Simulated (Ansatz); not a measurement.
# Electron scattering at the twin(10-12) boundary in hcp Co with O (interstitial), part 3 of 3

How much does the twin(10-12) boundary in hcp Co with O (interstitial) reflect electrons?

Ansatz 0.2.0; Ansatz plane-wave DFT, PBE, PAW files, collinear spin; relaxation of a bicrystal slab with its lowest layers held; PAW set soft_1 (the session's first sound run).

So far. Step 2 (Relaxing the bicrystal): The largest force component on a free atom ends at 0.010 eV/Å, under the tolerance of 0.03, after 6 steps.

### 3. Transmission across the boundary (continued)

Level of this step: Ansatz plane-wave DFT, PBE, PAW files, collinear spin; ballistic transport by layer matching (Landauer), zero bias; boundary relaxed in a short slab, bulk layers laid on; PAW set soft_1 (Ansatz).

Slowest decay crystal 1 over k1 and k2. At 0.0000 eV from the Fermi level, spin up.

Values, 22 rows by 12 columns, each cell a mean:
```
0.208 0.156 0.114 0.098 0.122 0.125 0.164 0.125 0.122 0.098 0.114 0.156
0.000 0.000 0.000 0.000 0.000 0.000 0.000 0.000 0.000 0.000 0.000 0.000
0.000 0.000 0.000 0.000 0.000 0.000 0.000 0.000 0.000 0.000 0.000 0.000
0.000 0.000 0.000 0.000 0.000 0.000 0.000 0.000 0.000 0.000 0.000 0.000
0.000 0.000 0.000 0.000 0.000 0.000 0.000 0.000 0.000 0.000 0.000 0.000
0.000 0.000 0.000 0.000 0.000 0.000 0.000 0.000 0.000 0.000 0.000 0.000
0.000 0.000 0.000 0.000 0.000 0.000 0.000 0.000 0.000 0.000 0.000 0.000
0.000 0.000 0.000 0.000 0.000 0.000 0.000 0.000 0.000 0.000 0.000 0.000
0.000 0.000 0.000 0.000 0.000 0.000 0.000 0.000 0.000 0.000 0.000 0.000
0.000 0.000 0.000 0.000 0.000 0.000 0.000 0.000 0.000 0.000 0.000 0.000
0.000 0.000 0.000 0.000 0.000 0.000 0.000 0.000 0.000 0.000 0.000 0.000
0.000 0.000 0.000 0.000 0.000 0.000 0.000 0.000 0.000 0.000 0.000 0.000
0.000 0.000 0.000 0.000 0.000 0.000 0.000 0.000 0.000 0.000 0.000 0.000
0.000 0.000 0.000 0.000 0.000 0.000 0.000 0.000 0.000 0.000 0.000 0.000
0.000 0.000 0.000 0.000 0.000 0.000 0.000 0.000 0.000 0.000 0.000 0.000
0.000 0.000 0.000 0.000 0.000 0.000 0.000 0.000 0.000 0.000 0.000 0.000
0.000 0.000 0.000 0.000 0.000 0.000 0.000 0.000 0.000 0.000 0.000 0.000
0.000 0.000 0.000 0.000 0.000 0.000 0.000 0.000 0.000 0.000 0.000 0.000
0.000 0.000 0.000 0.000 0.000 0.000 0.000 0.000 0.000 0.000 0.000 0.000
0.000 0.000 0.000 0.000 0.000 0.000 0.000 0.000 0.000 0.000 0.000 0.000
0.189 0.142 0.104 0.089 0.111 0.114 0.149 0.114 0.111 0.089 0.104 0.142
0.340 0.276 0.219 0.178 0.162 0.181 0.244 0.181 0.162 0.178 0.219 0.276
```
Columns: k1 (b1) from -0.5 to 0.417; rows upwards: k2 (b2) from -0.5 to 0.458.

Spin density in the ca plane at fractional y = 0.417, with atoms of Co and O within 0.2 Å of it.

Ten even steps from '0' (0.0 e/Å³) to '9' (4.7 e/Å³), each cell a mean:
```
00000000000000131000001000001310000000000000
00000000000000000000000000000000000000000000
00000000000000000000000000000000000000000000
00000000000000000000000000000000000000000000
00000000000000000000000000000000000000000000
00000001000004510000000000000154000001000000
00000027300006820000000000000186100037200000
00000028400001200000000000000011000038200000
00000001000000000000000000000000000001000000
00000000000000000000000000000000000000000000
00000000000000000000000000000000000000000000
00000000000000000000000000000000000000000000
00000231000000000000000000000000000000320000
10000592000000000000001000000000000002950000
30000241000000142000038300002410000001430000
10000000000000395000037300005930000000000000
```
Columns run along c (16.0 Å, from fractional 0.37 to 0.68 of the cell), rows up along a (6.0 Å). Atoms in or near the plane, at fractional coordinates: Co at (0.41, 0.13), Co at (0.42, 0.54), Co at (0.47, 0.60), Co at (0.48, 0.02), Co at (0.53, 0.05), O at (0.53, 0.53), Co at (0.58, 0.02), Co at (0.59, 0.60), Co at (0.63, 0.54), Co at (0.64, 0.13).

Valence density in the ca plane at fractional y = 0.417, with atoms of Co and O within 0.2 Å of it. It is the smooth field of the valence electrons, not physical close to the nuclei.

Ten steps, logarithmic in the rise over the least value, from '0' (0 e/Å³) to '9' (39 e/Å³), each cell a mean:
```
21000000000001576300145410036751000000000001
00000000000000232100011100012320000000000000
00000000000000000000000000000000000000000000
10000000000001100000000000000011000000000000
10000011100024421000000000001244200011100000
10000145420148852000123210001588410145410000
10000279731149962000245420002699511379730000
00000279841136641000256520001466311379730000
00000145420011110000134310000111100145410000
00000011100000000000011100000000000011100000
00000000000000000000000000000000000000000000
00001231000000000000000000000000000001321000
21003675100000000000011100000000000014763001
62014897200000233100146410013320000026984102
83113785200002587300379730037862000015874103
62001332000002798410379730148972000002331002
```
Columns run along c (16.0 Å, from fractional 0.37 to 0.68 of the cell), rows up along a (6.0 Å). Atoms in or near the plane, at fractional coordinates: Co at (0.41, 0.13), Co at (0.42, 0.54), Co at (0.47, 0.60), Co at (0.48, 0.02), Co at (0.53, 0.05), O at (0.53, 0.53), Co at (0.58, 0.02), Co at (0.59, 0.60), Co at (0.63, 0.54), Co at (0.64, 0.13).

ELF in the ca plane at fractional y = 0.417, with atoms of Co and O within 0.2 Å of it. It is the smooth field of the valence electrons, not physical close to the nuclei.

Values, 9 rows by 16 columns, each cell a mean:
```
0.26 0.31 0.24 0.28 0.27 0.32 0.26 0.25 0.25 0.28 0.32 0.25 0.28 0.27 0.27 0.30
0.31 0.26 0.28 0.28 0.31 0.24 0.32 0.26 0.23 0.31 0.27 0.28 0.29 0.28 0.28 0.30
0.25 0.29 0.21 0.28 0.25 0.26 0.28 0.21 0.26 0.23 0.25 0.27 0.29 0.21 0.27 0.28
0.24 0.24 0.44 0.29 0.35 0.48 0.20 0.51 0.67 0.22 0.30 0.52 0.23 0.47 0.24 0.28
0.29 0.26 0.41 0.28 0.26 0.25 0.21 0.54 0.67 0.23 0.22 0.27 0.25 0.44 0.25 0.28
0.27 0.32 0.24 0.28 0.30 0.25 0.25 0.26 0.37 0.21 0.27 0.27 0.31 0.24 0.30 0.27
0.29 0.26 0.25 0.29 0.27 0.27 0.30 0.23 0.18 0.29 0.28 0.28 0.29 0.25 0.24 0.32
0.27 0.29 0.52 0.24 0.28 0.23 0.27 0.26 0.29 0.28 0.24 0.25 0.28 0.35 0.45 0.23
0.31 0.25 0.31 0.26 0.24 0.52 0.28 0.33 0.49 0.22 0.53 0.26 0.28 0.25 0.29 0.25
```
Columns run along c (16.0 Å, from fractional 0.37 to 0.68 of the cell), rows up along a (6.0 Å). Atoms in or near the plane, at fractional coordinates: Co at (0.41, 0.13), Co at (0.42, 0.54), Co at (0.47, 0.60), Co at (0.48, 0.02), Co at (0.53, 0.05), O at (0.53, 0.53), Co at (0.58, 0.02), Co at (0.59, 0.60), Co at (0.63, 0.54), Co at (0.64, 0.13).

Nearest the Fermi level spin up passes 0.986 of 1.77 channels of the lower lead and spin down 1.72 of 3.18.

### 4. Specific resistance

 

This step: Ansatz plane-wave DFT, PBE, PAW files, collinear spin; ballistic transport by layer matching (Landauer), zero bias; specific resistance of the boundary; PAW set soft_1 (Ansatz 0.2.0).

This step gave:

| Quantity | Value |
| --- | --- |
| area resistance | 0.6368 fΩ m² |
| T over the leads' mean channel count | 0.5504 |
| spin asymmetry γ | -0.2688 (R down - R up) / (R down + R up) |

Averaged over the energies near the Fermi level, 55.0 % of the channels pass, which makes 0.637 fΩ m².

By hand, with means over the energies near the Fermi level: RA per spin = A (h/e²)(1/T − ½[1/N₁ + 1/N₂]); spin up: 14.94×10⁻²⁰ m² × 25 813 Ω × (1/0.9847 − ½[1/1.774 + 1/1.774]) = 1.74 fΩ m²; spin down: 14.94×10⁻²⁰ m² × 25 813 Ω × (1/1.738 − ½[1/3.176 + 1/3.170]) = 1.00 fΩ m². The spins conduct in parallel, so 1/RA = 1/1.74 + 1/1.00 and RA = 0.637 fΩ m²; γ = (1.00 − 1.74)/(1.00 + 1.74) = -0.27.

### 5. What came out

| Quantity | Value |
| --- | --- |
| specific resistance of the boundary | 0.637 fΩ m² |
| share of channels that pass | 0.550 |

What this shows: The boundary has a specific resistance of 0.64 fΩ m². The boundary reflects 45 % of the channels; 0.64 fΩ m² is 6.4×10⁻¹² Ω·cm². One O in 14.9 Å² of boundary is a high coverage. One starting structure was relaxed; another shift or atom count at the boundary may lie lower. One magnetic start was tried, and the two spins conduct in parallel without mixing.

[Logs are printed without paths, hosts, clocks, repeated set-up lines and the standing remarks that a program may print on its own settings, such as how far it seeks lower states.]

[Hosts, paths, dates, database ids (printed as entryN), source tags and the programs' standing remarks are cut or masked in the printed files.]
